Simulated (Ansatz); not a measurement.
**Fe2Si: single point with PBEsol**

Crystal: Fe2Si.

```
CELL_PARAMETERS angstrom
-1.34748 1.34748 4.45257
1.34748 -1.34748 4.45257
1.34748 1.34748 -4.45257
ATOMIC_POSITIONS crystal
Fe 0.66037 0.66037 0.00000
Fe 0.33963 0.33963 0.00000
Si 0.00000 0.00000 0.00000
```

The cell comes from a database or a generator and needn't be the stable form of this composition.

```json
{
  "Program": "Ansatz 0.2.0",
  "Task": "single point",
  "Functional": "PBEsol",
  "Potentials or basis": "Ansatz PAW",
  "Cutoff": "420 eV (not typed: the program's choice for these potentials)",
  "k mesh": "11 × 11 × 11",
  "Occupations": "fermi-dirac, width 0.05 eV",
  "Spin": "collinear spin, ferromagnetic start",
  "Starting moments": "[2.25, 2.25, 0.0] μB",
  "Fixed moment": "4.5 μB"
}
```

```
Pressure        : 9.3 GPa
Largest force   : 0.626 eV/Å
Net moment      : 4.50 μB per cell
Absolute moment : 4.62 μB per cell
Site moments    : Fe +2.20; Si -0.02 μB
```

Forces in eV/Å, atoms in the order of the input:
```
Fe   0.000  0.000  0.626
Fe   0.000  0.000 -0.626
Si   0.000  0.000  0.000
```

Stress tensor (GPa, compression positive):
```
13.10  0.00  0.00
 0.00 13.10  0.00
 0.00  0.00  1.58
```

Run time: 10 s on 2 threads of Arm Neoverse V1 (shared host), peak memory 0.43 GiB.

Caveat: the total moment is fixed, so each spin has its own Fermi level; the PAW data sets come from PBE, with cores solved anew for the run's functional, which leaves a small shift of forces and pressure; the thresholds are loose for stress.
